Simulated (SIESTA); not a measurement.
SiC:

```
CELL_PARAMETERS angstrom
3.07569 0.00000 0.00000
-1.53785 2.66363 0.00000
0.00000 0.00000 10.07065
ATOMIC_POSITIONS crystal
Si 0.00000 0.00000 0.18789
Si 0.00000 0.00000 0.68789
Si 0.33333 0.66667 0.43784
Si 0.66667 0.33333 0.93784
C 0.00000 0.00000 0.00046
C 0.00000 0.00000 0.50046
C 0.33333 0.66667 0.24980
C 0.66667 0.33333 0.74980
```

The cell is a database's computed one.

Base run:

| Property | Result |
| --- | --- |
| Program | SIESTA 5.4.2 |
| Functional | PBE |
| Potentials or basis | PseudoDojo 0.4 standard (PBE files) |
| Basis | DZP (energy shift 0.003 Ry) |
| Grid cutoff | 500 Ry |
| Energy shift | 0.003 Ry |
| k mesh | 10 × 10 × 3 |
| Occupations | fermi-dirac, width 0.05 eV |
| Spin | no spin polarisation |

Its results: band gap on the k mesh 2.22 eV, indirect (least direct gap 3.36 eV); pressure 6.9 GPa; largest force 0.022 eV/Å.

Q: After a change of settings the same cell gave: band gap on the k mesh 2.18 eV, indirect (least direct gap 3.31 eV); pressure -1.4 GPa; largest force 0.025 eV/Å. Which change was it?
A. functional from PBE to PBEsol; potentials or basis from PseudoDojo 0.4 standard (PBE files) to PseudoDojo 0.4 standard (PBEsol files)
B. functional from PBE to LDA; potentials or basis from PseudoDojo 0.4 standard (PBE files) to PseudoDojo 0.4 standard (LDA files)
C. basis from DZP (energy shift 0.003 Ry) to SZ (energy shift 0.002 Ry); energy shift from 0.003 Ry to 0.002 Ry
D. basis from DZP (energy shift 0.003 Ry) to SZ (energy shift 0.003 Ry)

A: B.

Caveats: the basis of atomic orbitals isn't converged, which shifts pressures, moduli and gaps; an odd mesh through Γ misses points on the zone boundary, where band edges often lie (some runs).

Not every run made on this cell is shown here.
